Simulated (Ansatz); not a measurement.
Step by step: TaC, 15 steps of 2.0 fs from 1200 K

Computed with DFT, PBE, all-electron LAPW, scalar-relativistic (Ansatz 0.2.0).

Command: `ansatz run input.yaml --threads 2 --pin off --max-ram 4096MiB --backend cpu --events-out ev --progress --plain --runs-dir out` The run took 19 min on 2 threads of Intel(R) Xeon(R) Platinum 8375C CPU @ 2.90GHz (Ice Lake) (shared host), peak memory 1 GiB.

```yaml
crystal:
  lattice:
    - [0.0, 4.446, 4.446]
    - [2.223, 0.0, 2.223]
    - [2.223, 2.223, 0.0]
  atoms:
    - { symbol: Ta, position: [0.0, 0.0, 0.0] }
    - { symbol: Ta, position: [0.5, 0.0, 0.0] }
    - { symbol: C, position: [0.25, 0.5, 0.5] }
    - { symbol: C, position: [0.75, 0.5, 0.5] }
kpoints:
  mp_grid: { grid: [4, 7, 7] }
scf:
  occupations: { method: fermi_dirac, width: 0.08 }
hamiltonian:
  xc: pbe
  pseudopotentials: { kind: all_electron, lapw: { basis_error: 0.001 } }
output:
  forces: true
  stress: true
md:
  timestep: 2.0
  n_steps: 15
  ensemble: nve
  temperature: 1200
  initial_velocities: maxwell_boltzmann
  seed: 709923
```

Spin–orbit coupling is left out, though it moves levels of the heavy atoms by tenths of an eV or more.

The geometry is COD entry 1010654, unchecked; take it as a test cell. It is an old determination, and later ones may differ.

Each frame lists Cartesian positions (Å) and forces (eV/Å). Free energies count from the first step, -851214.3092 eV.

Step 0 (t = 0.0 fs): E = 0.0 meV, T = 1200 K, conserved energy 0.0 meV

```
Ta    0.0000    0.0000    0.0000     0.000   0.000   0.000
Ta    0.0000    2.2230    2.2230     0.000   0.000   0.000
C     2.2230    2.2230    2.2230     0.000   0.000   0.000
C     2.2230    4.4460    4.4460     0.000   0.000   0.000
```

Step 1 (t = 2.0 fs): E = +7.9 meV, T = 1180 K, conserved energy +0.1 meV

```
Ta    0.0013   -0.0065   -0.0065    -0.002   0.347   0.133
Ta   -0.0016    2.2270    2.2290     0.065   0.187  -0.036
C     2.2299    2.2386    2.2209    -0.119  -0.190   0.059
C     2.2208    4.4682    4.4549     0.056  -0.343  -0.157
```

Step 2 (t = 4.0 fs): E = +30.3 meV, T = 1123 K, conserved energy +0.3 meV

```
Ta    0.0026   -0.0129   -0.0130    -0.007   0.690   0.267
Ta   -0.0032    2.2309    2.2351     0.128   0.364  -0.073
C     2.2365    2.2536    2.2190    -0.225  -0.367   0.111
C     2.2187    4.4893    4.4632     0.103  -0.687  -0.306
```

Step 3 (t = 6.0 fs): E = +63.8 meV, T = 1037 K, conserved energy +0.6 meV

```
Ta    0.0039   -0.0191   -0.0194    -0.016   1.013   0.396
Ta   -0.0048    2.2350    2.2411     0.190   0.522  -0.110
C     2.2423    2.2674    2.2175    -0.313  -0.524   0.152
C     2.2170    4.5083    4.4706     0.140  -1.011  -0.438
```

Step 4 (t = 8.0 fs): E = +102.4 meV, T = 939 K, conserved energy +1.1 meV

```
Ta    0.0053   -0.0251   -0.0257    -0.033   1.292   0.506
Ta   -0.0064    2.2392    2.2471     0.249   0.656  -0.142
C     2.2472    2.2796    2.2164    -0.380  -0.656   0.177
C     2.2157    4.5239    4.4766     0.164  -1.292  -0.542
```

Step 5 (t = 10.0 fs): E = +139.6 meV, T = 844 K, conserved energy +1.5 meV

```
Ta    0.0066   -0.0309   -0.0319    -0.060   1.513   0.597
Ta   -0.0079    2.2435    2.2531     0.308   0.755  -0.173
C     2.2508    2.2896    2.2159    -0.422  -0.760   0.188
C     2.2150    4.5354    4.4808     0.175  -1.508  -0.611
```

Step 6 (t = 12.0 fs): E = +169.5 meV, T = 768 K, conserved energy +1.7 meV

```
Ta    0.0078   -0.0363   -0.0380    -0.103   1.689   0.695
Ta   -0.0093    2.2480    2.2590     0.368   0.787  -0.226
C     2.2530    2.2972    2.2160    -0.441  -0.832   0.183
C     2.2148    4.5421    4.4831     0.176  -1.645  -0.651
```

Step 7 (t = 14.0 fs): E = +188.3 meV, T = 719 K, conserved energy +1.7 meV

```
Ta    0.0091   -0.0414   -0.0439    -0.162   1.821   0.808
Ta   -0.0106    2.2527    2.2649     0.433   0.743  -0.310
C     2.2538    2.3021    2.2167    -0.437  -0.874   0.163
C     2.2152    4.5435    4.4833     0.165  -1.690  -0.661
```

Step 8 (t = 16.0 fs): E = +194.9 meV, T = 702 K, conserved energy +1.6 meV

```
Ta    0.0103   -0.0461   -0.0497    -0.234   1.896   0.924
Ta   -0.0119    2.2575    2.2707     0.501   0.631  -0.418
C     2.2533    2.3042    2.2179    -0.411  -0.891   0.131
C     2.2161    4.5394    4.4813     0.144  -1.636  -0.636
```

Step 9 (t = 18.0 fs): E = +190.8 meV, T = 712 K, conserved energy +1.4 meV

```
Ta    0.0115   -0.0503   -0.0553    -0.318   1.911   1.033
Ta   -0.0130    2.2624    2.2764     0.572   0.458  -0.549
C     2.2514    2.3034    2.2196    -0.368  -0.886   0.089
C     2.2174    4.5301    4.4773     0.114  -1.483  -0.573
```

Step 10 (t = 20.0 fs): E = +180.1 meV, T = 739 K, conserved energy +1.0 meV

```
Ta    0.0126   -0.0542   -0.0606    -0.411   1.869   1.133
Ta   -0.0141    2.2675    2.2820     0.643   0.224  -0.702
C     2.2483    2.2998    2.2215    -0.309  -0.858   0.040
C     2.2192    4.5161    4.4715     0.077  -1.235  -0.471
```

Step 11 (t = 22.0 fs): E = +168.6 meV, T = 767 K, conserved energy +0.6 meV

```
Ta    0.0137   -0.0577   -0.0657    -0.510   1.778   1.222
Ta   -0.0150    2.2725    2.2875     0.714  -0.068  -0.874
C     2.2442    2.2934    2.2236    -0.238  -0.806  -0.013
C     2.2212    4.4980    4.4642     0.033  -0.904  -0.334
```

Step 12 (t = 24.0 fs): E = +162.6 meV, T = 781 K, conserved energy +0.2 meV

```
Ta    0.0146   -0.0608   -0.0706    -0.611   1.652   1.298
Ta   -0.0157    2.2776    2.2928     0.781  -0.414  -1.064
C     2.2394    2.2845    2.2256    -0.159  -0.731  -0.066
C     2.2233    4.4771    4.4558    -0.012  -0.507  -0.169
```

Step 13 (t = 26.0 fs): E = +167.6 meV, T = 768 K, conserved energy 0.0 meV

```
Ta    0.0154   -0.0635   -0.0752    -0.712   1.506   1.365
Ta   -0.0163    2.2826    2.2978     0.843  -0.802  -1.265
C     2.2341    2.2732    2.2274    -0.076  -0.635  -0.114
C     2.2253    4.4545    4.4468    -0.056  -0.070   0.014
```

Step 14 (t = 28.0 fs): E = +186.1 meV, T = 721 K, conserved energy +0.1 meV

```
Ta    0.0160   -0.0659   -0.0794    -0.808   1.356   1.424
Ta   -0.0167    2.2874    2.3026     0.898  -1.214  -1.472
C     2.2285    2.2598    2.2288     0.006  -0.521  -0.154
C     2.2272    4.4317    4.4379    -0.095   0.379   0.201
```

Step 15 (t = 30.0 fs): E = +217.6 meV, T = 640 K, conserved energy +0.3 meV

```
Ta    0.0165   -0.0681   -0.0834    -0.899   1.210   1.478
Ta   -0.0169    2.2920    2.3071     0.944  -1.632  -1.675
C     2.2229    2.2448    2.2298     0.081  -0.390  -0.181
C     2.2288    4.4101    4.4296    -0.126   0.812   0.378
```

(1) What is the mean temperature over the last 8 frames?

## Answers

(1) 729 K; so short a run of so small a cell isn't equilibrated.
